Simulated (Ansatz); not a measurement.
**La2O3 (P-3m1): the host for defect calculations**

Aim: the runs on the perfect crystal La2O3 (P-3m1) that a defect calculation needs first.

Main program and level: Ansatz 0.2.0; plane-wave PAW DFT, PBEsol; relaxation of the defect-free supercell from random displacements, a test of the host's stability; PAW set soft_1.

**1. Starting point**

It takes space group P-3m1 (No. 164, trigonal). Conventional cell: a = 3.906 Å, b = 3.906 Å, c = 6.041 Å, α = 90.00°, β = 90.00°, γ = 120.00°. La has 7 O at 2.35 to 2.70 Å nearest. Nearest to O lie 4 La at 2.35 to 2.42 Å. Nearest to O lie 6 La at 2.70 Å. Farther neighbours and most contacts between anions are not listed.

**2. Defect free supercell relaxed from displaced atoms**

The input displaces the atoms at random before the relaxation, so that it can leave a symmetric saddle if there is one.

pristine.rattled/input.yaml reads:

```yaml
crystal:
  lattice:
    - [-1.9531023138, 3.3828724973, 6.0410222218]
    - [3.9062046774, -2.87e-08, 6.0410222218]
    - [5.8593070906, 10.148617406, 0.0]
  atoms:
    - { symbol: La, position: [0.2106433586, 0.5439766919, 0.0408966582] }
    - { symbol: La, position: [0.7106433586, 0.0439766919, 0.2075633249] }
    - { symbol: La, position: [0.2893566414, 0.9560233081, 0.1257700084] }
    - { symbol: La, position: [0.7893566414, 0.4560233081, 0.2924366751] }
    - { symbol: O, position: [0.0103316626, 0.3436649959, 0.1076672236] }
    - { symbol: O, position: [0.5103316626, 0.8436649959, 0.2743338903] }
    - { symbol: O, position: [0.4896683374, 0.1563350041, 0.0589994431] }
    - { symbol: O, position: [0.9896683374, 0.6563350041, 0.2256661097] }
    - { symbol: O, position: [0.0, 0.0, 0.0] }
    - { symbol: O, position: [0.5, 0.5, 0.1666666667] }
    - { symbol: La, position: [0.2106433586, 0.5439766919, 0.3742299916] }
    - { symbol: La, position: [0.7106433586, 0.0439766919, 0.5408966582] }
    - { symbol: La, position: [0.2893566414, 0.9560233081, 0.4591033418] }
    - { symbol: La, position: [0.7893566414, 0.4560233081, 0.6257700084] }
    - { symbol: O, position: [0.0103316626, 0.3436649959, 0.4410005569] }
    - { symbol: O, position: [0.5103316626, 0.8436649959, 0.6076672236] }
    - { symbol: O, position: [0.4896683374, 0.1563350041, 0.3923327764] }
    - { symbol: O, position: [0.9896683374, 0.6563350041, 0.5589994431] }
    - { symbol: O, position: [0.0, 0.0, 0.3333333333] }
    - { symbol: O, position: [0.5, 0.5, 0.5] }
    - { symbol: La, position: [0.2106433586, 0.5439766919, 0.7075633249] }
    - { symbol: La, position: [0.7106433586, 0.0439766919, 0.8742299916] }
    - { symbol: La, position: [0.2893566414, 0.9560233081, 0.7924366751] }
    - { symbol: La, position: [0.7893566414, 0.4560233081, 0.9591033418] }
    - { symbol: O, position: [0.0103316626, 0.3436649959, 0.7743338903] }
    - { symbol: O, position: [0.5103316626, 0.8436649959, 0.9410005569] }
    - { symbol: O, position: [0.4896683374, 0.1563350041, 0.7256661097] }
    - { symbol: O, position: [0.9896683374, 0.6563350041, 0.8923327764] }
    - { symbol: O, position: [0.0, 0.0, 0.6666666667] }
    - { symbol: O, position: [0.5, 0.5, 0.8333333333] }
basis:
  ecutwfc: 420
  xc_grid: 2
hamiltonian:
  xc: pbesol
  pseudopotentials: { kind: paw, azcp: { folder: soft_1 }, xc_functional: pbe }
kpoints:
  mp_grid: { grid: [1, 1, 1], shift: [0.25, 0.25, 0.25] }
scf:
  occupations: { method: fermi_dirac, width: 0.01 }
  max_iter: 80
output:
  forces: true
relax:
  f_tol: 0.01
  max_steps: 120
  random_displacement: { amplitude: 0.08, seed: 6032 }
checkpoint:
  write: "../pristine.rattled.run"
  compress: false
  write_wavefunctions: false
  write_every: 100000
```

Command:

```bash
ansatz run input.yaml --threads 4 --pin off --max-ram 7536MiB --backend cpu --events-out ev --progress --plain --runs-dir out
```

Numbers of over 12 decimals in the logs are rounded to 6 here.

Output:

```text
[... repeated set-up lines and file paths are left out, and long positions are rounded to six places ...]
Engine: ansatz 0.2.0, aarch64-unknown-linux-gnu
Pseudopotentials: kind: paw
Pseudopotential: La, paw, valence charge 11, recommended cutoff 420 eV (normal), soft_1/La.paw.azcp
Pseudopotential: O, paw, valence charge 6, recommended cutoff 420 eV (normal), soft_1/O.paw.azcp
Functional definition: PBEsol
  exchange = pbesol_x
  correlation = pbesol_c
Crystal: 30 atoms, lattice volume = 478.963 Å³
Basis set: ecut = 420 eV, 9291 PW (Γ), exchange–correlation on 100×100×160 points (8 copies of the dense FFT grid, shifted against one another)
Bands: 150, of which v1, the nominal top of the filled ones, is band 120 counted from 1 (119 counted from 0)
Symmetry: 1 space group operations
k-points: 1
Non-local potential: La, projectors of the file, l = 0: 3, l = 1: 2, l = 2: 2, l = 3: 3
Non-local potential: O, projectors of the file, l = 0: 2, l = 1: 2, l = 2: 1
PAW form: soft (Blöchl's): semilocal exchange-correlation on the pseudo side does not see the compensation charge
PAW frozen core: La, regenerated for the run's functional, and the local potential with it (the file was generated under x = pbe(κ = 0.804, μ = 0.219515), c = pbe(β = 0.066725))
PAW frozen core: O, regenerated for the run's functional, and the local potential with it (the file was generated under x = pbe(κ = 0.804, μ = 0.219515), c = pbe(β = 0.066725))
PAW one-centre angular grid: La, 590 points (default); XC on 64 Gauss nodes
PAW one-centre angular grid: O, 110 points (default); XC on 64 Gauss nodes
Initial density: superposition of atomic densities (chi_scale 0.1, normalization cell, long waves kept (reshape's long-wave potential 0.10 eV rms))
Initial wavefunctions: pseudopotential atomic-orbital guess
Functional: x = pbesol(κ = 0.804, μ = 0.123457), c = pbesol(β = 0.046)
SCF iter   1: F=—  HF=-84093.370443 eV  |F-HF|=—  |Δ(HF+E_count)|=         —  Δρ=7.30e-2  dr2=2.36e1  ethr=3.10e-3  ⟨swp⟩=5.0  Hψ=629  notcnv=0
preconditioner: auto → Resta (q_TF=auto, 2.432 Å⁻¹)  ε∞=5.7  [insulator: Δε(μ)=2.721 eV  Ē_g=11.550 eV  σ=0.010 eV  W_gap=1.00  n_scr=116 (ndim 8)  ℏωp=24.9 eV  f_vac=0.000  D(μ)=0.00/eV (n_scr^D=0)  ε∞_Penn≈5.7]
SCF iter   2: F=—  HF=-84090.206249 eV  |F-HF|=—  |Δ(HF+E_count)|=    3.16e0  Δρ=3.43e-2  dr2=6.78e0  ethr=3.10e-3  ⟨swp⟩=6.0  Hψ=308  notcnv=0  defer=25
SCF iter   3: F=—  HF=-84089.482522 eV  |F-HF|=—  |Δ(HF+E_count)|=   7.24e-1  Δρ=1.65e-2  dr2=1.76e0  ethr=2.82e-3  ⟨swp⟩=3.0  Hψ=271  notcnv=0  defer=25
SCF iter   4: F=—  HF=-84089.419661 eV  |F-HF|=—  |Δ(HF+E_count)|=   6.29e-2  Δρ=5.62e-3  dr2=1.70e-1  ethr=7.35e-4  ⟨swp⟩=7.0  Hψ=199  notcnv=0  defer=25
SCF iter   5: F=—  HF=-84089.425984 eV  |F-HF|=—  |Δ(HF+E_count)|=   6.32e-3  Δρ=3.66e-3  dr2=6.37e-2  ethr=7.09e-5  ⟨swp⟩=8.0  Hψ=295  notcnv=0  defer=25
SCF iter   6: F=—  HF=-84089.425356 eV  |F-HF|=—  |Δ(HF+E_count)|=   6.28e-4  Δρ=1.09e-3  dr2=5.76e-3  ethr=2.66e-5  ⟨swp⟩=3.0  Hψ=227  notcnv=0  defer=25
SCF iter   7: F=—  HF=-84089.430982 eV  |F-HF|=—  |Δ(HF+E_count)|=   5.63e-3  Δρ=4.21e-4  dr2=8.36e-4  ethr=2.40e-6  ⟨swp⟩=7.0  Hψ=253  notcnv=0  defer=25
SCF iter   8: F=—  HF=-84089.430719 eV  |F-HF|=—  |Δ(HF+E_count)|=   2.63e-4  Δρ=2.81e-4  dr2=3.37e-4  ethr=3.48e-7  ⟨swp⟩=2.0  Hψ=263  notcnv=0  defer=25
SCF iter   9: F=—  HF=-84089.430736 eV  |F-HF|=—  |Δ(HF+E_count)|=   1.74e-5  Δρ=6.65e-5  dr2=2.24e-5  ethr=1.40e-7  ⟨swp⟩=2.0  Hψ=216  notcnv=0  defer=25
SCF iter  10: F=—  HF=-84089.430743 eV  |F-HF|=—  |Δ(HF+E_count)|=   7.23e-6  Δρ=3.98e-5  dr2=6.51e-6  ethr=9.32e-9  ⟨swp⟩=2.0  Hψ=233  notcnv=0  defer=25
SCF iter  11: F=-84089.430742 eV  HF=-84089.430742 eV  |F-HF|=2.69e-8  |Δ(HF+E_count)|=   8.59e-7  Δρ=6.91e-6  dr2=2.55e-7  ethr=1.04e-9  ⟨swp⟩=5.0  Hψ=610  notcnv=0
SCF 1 converged in 11 iterations: F = -84089.430742 eV  dr2 = 2.55e-7
  greatest PAW one-centre occupation: 0.971 electrons in one spin orbital (limit 2), on the La atom at site 1 (counted from 0), in its partial waves of l = 0
relax step   1: F+E_penalty+E_count = -84089.43074242 eV  Δ(F+E_penalty+E_count) = +0.000e0 eV  max|allowed force component| = 1.531e0 eV/Å  Δτ_max = 0.0000 Å  (11 SCF iters, dr2 threshold 2.50e-6 eV, accepted)
[... the SCF cycles and remarks between the steps are left out from here to the last step ...]
relax step   2: F+E_penalty+E_count = -84089.08863066 eV  Δ(F+E_penalty+E_count) = +3.421e-1 eV  max|allowed force component| = 2.293e0 eV/Å  Δτ_max = 0.1948 Å  (7 SCF iters, dr2 threshold 1.00e-4 eV, rejected (line search))
relax step   3: F+E_penalty+E_count = -84090.27635204 eV  Δ(F+E_penalty+E_count) = -8.456e-1 eV  max|allowed force component| = 7.549e-2 eV/Å  Δτ_max = 0.0935 Å  (10 SCF iters, accepted)
relax step   4: F+E_penalty+E_count = -84090.27928337 eV  Δ(F+E_penalty+E_count) = -2.931e-3 eV  max|allowed force component| = 1.357e-2 eV/Å  Δτ_max = 0.0133 Å  (6 SCF iters, dr2 threshold 3.56e-7 eV, accepted)
relax step   5: F+E_penalty+E_count = -84090.27926056 eV  Δ(F+E_penalty+E_count) = +2.281e-5 eV  max|allowed force component| = 1.199e-2 eV/Å  Δτ_max = 0.0032 Å  (6 SCF iters, rejected (line search))
relax step   6: F+E_penalty+E_count = -84090.27928340 eV  Δ(F+E_penalty+E_count) = -2.669e-8 eV  max|allowed force component| = 1.358e-2 eV/Å  Δτ_max = 0.0000 Å  (6 SCF iters, accepted)
relax step   7: F+E_penalty+E_count = -84090.27926123 eV  Δ(F+E_penalty+E_count) = +2.217e-5 eV  max|allowed force component| = 1.195e-2 eV/Å  Δτ_max = 0.0031 Å  (6 SCF iters, rejected (line search))
SCF iter   1: F=—  HF=-84090.279928 eV  |F-HF|=—  |Δ(HF+E_count)|=         —  Δρ=1.69e-4  dr2=1.13e-4  ethr=5.16e-7  ⟨swp⟩=3.0  Hψ=306  notcnv=0  defer=24
SCF iter   2: F=—  HF=-84090.279896 eV  |F-HF|=—  |Δ(HF+E_count)|=   3.27e-5  Δρ=8.55e-5  dr2=3.16e-5  ethr=4.71e-8  ⟨swp⟩=2.0  Hψ=281  notcnv=0  defer=24
SCF iter   3: F=—  HF=-84090.279395 eV  |F-HF|=—  |Δ(HF+E_count)|=   5.01e-4  Δρ=3.21e-5  dr2=4.26e-6  ethr=1.32e-8  ⟨swp⟩=2.0  Hψ=224  notcnv=0  defer=24
SCF iter   4: F=—  HF=-84090.279394 eV  |F-HF|=—  |Δ(HF+E_count)|=   8.02e-7  Δρ=8.36e-6  dr2=2.64e-7  ethr=1.77e-9  ⟨swp⟩=2.0  Hψ=180  notcnv=0  defer=24
SCF iter   5: F=-84090.279394 eV  HF=-84090.279394 eV  |F-HF|=1.58e-8  |Δ(HF+E_count)|=   7.93e-9  Δρ=2.93e-6  dr2=3.43e-8  ethr=4.17e-11  ⟨swp⟩=4.0  Hψ=514  notcnv=0
SCF 8 converged in 5 iterations: F = -84090.279394 eV  dr2 = 3.43e-8
relax step   8: F+E_penalty+E_count = -84090.27939428 eV  Δ(F+E_penalty+E_count) = -1.109e-4 eV  max|allowed force component| = 2.916e-3 eV/Å  Δτ_max = 0.0016 Å  (5 SCF iters, accepted)
SCF converged after 5 iterations
Free energy (F): -84090.279394 eV
Harris-Foulkes:  -84090.279394 eV  (|F-HF|=1.58e-8)
Internal energy: -84090.279394 eV  (E = F + TS)
E sigma→0 (E₀):  -84090.279394 eV
Fermi energy:    11.735750 eV
--- Per-component energies (eV) ---
  E_band       = -3.153485
  E_kinetic    = 5287.651005
  E_local      = -8769.751414  (includes V_loc(G=0)·N_el)
  E_nonlocal   = 2011.507684
  E_hartree    = 3268.599400
  E_xc         = -2998.334196
  E_vxc        = -3399.793490  (∫ρ·V_xc dr)
  E_paw        = -66770.252459  (= ΣΔE_a)
  E_vpaw       = -1669.972208  (= ΣTr[D̂ρ^β])
  E_aug_tail   = 0.013704  (compensation charges beyond the density's cutoff)
  E_ewald      = -16122.376735
  E_core_change = 2.663617  (= ΣΔE_core)
  E_smearing   = -0.000000  (= −TS)
  E_closure    = 0.000000  (closes the sum)
  Σ components = -84090.279394   (vs F -84090.279394, Δ=0.00e0)
--- Forces (eV/Å), atoms counted from 1 ---
  atom   1  La    -0.00024501    -0.00112942    -0.00024866
  atom   2  La     0.00085876    -0.00203867    -0.00027775
  atom   3  La    -0.00130071     0.00078921     0.00223779
  atom   4  La     0.00284125     0.00275597    -0.00117852
  atom   5  O     -0.00067349     0.00003833     0.00192426
  atom   6  O     -0.00230073    -0.00098868     0.00274783
  atom   7  O      0.00113116     0.00056290    -0.00188855
  atom   8  O     -0.00025668    -0.00113659    -0.00162735
  atom   9  O      0.00019855     0.00142914    -0.00049180
  atom  10  O      0.00083246    -0.00072266    -0.00023271
  atom  11  La     0.00089654     0.00193286    -0.00107877
  atom  12  La     0.00021955     0.00219146    -0.00109635
  atom  13  La     0.00152709     0.00291629    -0.00102460
  atom  14  La    -0.00091915    -0.00038990    -0.00110280
  atom  15  O     -0.00073494    -0.00171977     0.00199084
  atom  16  O      0.00070027    -0.00073931     0.00153592
  atom  17  O     -0.00063392    -0.00143279    -0.00041360
  atom  18  O      0.00072129     0.00019256     0.00011127
  atom  19  O     -0.00114168    -0.00127158    -0.00073988
  atom  20  O     -0.00039762    -0.00092414     0.00047382
  atom  21  La    -0.00002146     0.00021871    -0.00229439
  atom  22  La    -0.00157561    -0.00070596    -0.00110178
  atom  23  La    -0.00101182    -0.00154485     0.00180495
  atom  24  La    -0.00040046    -0.00179012     0.00181665
  atom  25  O      0.00026520     0.00218291     0.00179249
  atom  26  O      0.00034723     0.00138061     0.00066808
  atom  27  O      0.00030670    -0.00027695    -0.00172940
  atom  28  O      0.00058334    -0.00011940    -0.00128117
  atom  29  O     -0.00095586     0.00039043     0.00023126
  atom  30  O      0.00113900    -0.00005567     0.00047537
  max |Σ_I F_I| component: 5.12e-6 eV/Å
--- Relaxed structure (8 steps of the walk, 5 accepted, 0 SCFs on fresh bases) ---
  F+E_penalty+E_count = -84090.27939428 eV   max|allowed force component| = 2.916e-3 eV/Å
  atoms:
    - { symbol: La, position: [0.211244, 0.545956, 0.040572] }
    - { symbol: La, position: [0.711160, 0.045985, 0.207293] }
    - { symbol: La, position: [0.288842, 0.958193, 0.125683] }
    - { symbol: La, position: [0.788916, 0.458196, 0.292304] }
    - { symbol: O, position: [0.011023, 0.346323, 0.107263] }
    - { symbol: O, position: [0.510905, 0.846326, 0.273972] }
    - { symbol: O, position: [0.489103, 0.157818, 0.059036] }
    - { symbol: O, position: [0.989133, 0.657899, 0.225667] }
    - { symbol: O, position: [2.115182121313272e-5, 0.002233, -0.000237] }
    - { symbol: O, position: [0.500178, 0.502013, 0.166472] }
    - { symbol: La, position: [0.211164, 0.546029, 0.373943] }
    - { symbol: La, position: [0.711049, 0.046120, 0.540613] }
    - { symbol: La, position: [0.288775, 0.958285, 0.458998] }
    - { symbol: La, position: [0.788788, 0.458313, 0.625687] }
    - { symbol: O, position: [0.010906, 0.346400, 0.440617] }
    - { symbol: O, position: [0.510830, 0.846398, 0.607292] }
    - { symbol: O, position: [0.489004, 0.157893, 0.392358] }
    - { symbol: O, position: [0.988988, 0.657967, 0.558990] }
    - { symbol: O, position: [-5.2256371212108885e-5, 0.002253, 0.333152] }
    - { symbol: O, position: [0.499912, 0.502076, 0.499850] }
    - { symbol: La, position: [0.211120, 0.546105, 0.707238] }
    - { symbol: La, position: [0.711126, 0.046060, 0.873914] }
    - { symbol: La, position: [0.288749, 0.958294, 0.792390] }
    - { symbol: La, position: [0.788876, 0.458191, 0.959033] }
    - { symbol: O, position: [0.010881, 0.346444, 0.773894] }
    - { symbol: O, position: [0.510932, 0.846344, 0.940587] }
    - { symbol: O, position: [0.488962, 0.157946, 0.725708] }
    - { symbol: O, position: [0.989090, 0.657882, 0.892370] }
    - { symbol: O, position: [-0.000178, 0.002203, 0.666505] }
    - { symbol: O, position: [0.500015, 0.502022, 0.833181] }
```

Run time: 62 s. Hardware: 4 threads of Arm Neoverse N1, shared host; peak memory 0.78 GiB.

The steps of the relaxation:

```tsv
step	energy less that of the first step (eV)	largest force component (eV/Å)
1	0.0000	1.5305
2	0.3421	2.2931
3	-0.8456	0.0755
4	-0.8485	0.0136
5	-0.8485	0.0120
6	-0.8485	0.0136
7	-0.8485	0.0119
8	-0.8487	0.0029
```

Relaxation steps 2, 5, 7 were tried and not accepted.

The relaxed structure:

```xyz
30
Lattice="-1.9531 3.3829 6.0410 3.9062 0.0000 6.0410 5.8593 10.1486 0.0000" Properties=species:S:1:pos:R:3 pbc="T T T"
La    1.9578    1.1264    4.5743
La    0.0053    4.5095    4.5739
La    3.9152    2.2526    7.5334
La    1.9617    5.6353    7.5338
O     1.9598    1.1259    2.1587
O     3.9134    4.5088    8.1991
O     0.0071    2.2537    3.9081
O     1.9603    5.6363    9.9498
O     0.0073   -0.0023    0.0136
O     1.9595    3.3815    6.0543
La    3.9115    4.5093    4.5742
La    1.9590    7.8919    4.5741
La    5.8687    5.6351    7.5335
La    3.9158    9.0182    7.5338
O     3.9135    4.5086    2.1585
O     5.8668    7.8912    8.1990
O     1.9606    5.6361    3.9079
O     3.9139    9.0186    9.9493
O     1.9609    3.3809    0.0133
O     3.9136    6.7639    6.0530
La    5.8648    7.8917    4.5744
La    3.9115   11.2747    4.5742
La    7.8222    9.0185    7.5334
La    5.8683   12.4015    7.5336
O     5.8665    7.8908    2.1586
O     7.8193   11.2741    8.1993
O     3.9141    9.0190    3.9080
O     5.8667   12.4023    9.9494
O     3.9142    6.7635    0.0122
O     5.8663   10.1471    6.0533
```

The relaxation ends 28 meV an atom lower than the displaced start, with a largest force component of 0.0029 eV/Å.

**3. What came out**

```json
{
  "symmetric supercell less the displaced and relaxed one": "0.000 eV"
}
```

What this shows: The energy fell by 0.849 eV from the randomly displaced start; against the sites as typed, O5 ends farthest off, by 0.01 Å, once the mean shift is taken out. The displaced cell ends within 0.01 eV of the symmetric one, so no lower structure shows in this supercell. All at zero temperature.

[Logs are printed without paths, hosts, clocks, repeated set-up lines and the standing remarks that a program may print on its own settings, such as how far it seeks lower states.]

[Hosts, paths, dates, database ids (printed as entryN), source tags and the programs' standing remarks are cut or masked in the printed files.]

[Runs of the host that timed out are not shown.]

[For some hosts the program warned that the k-mesh of the response run may be too coarse for force constants and the static dielectric constant; such warnings are not always shown.]
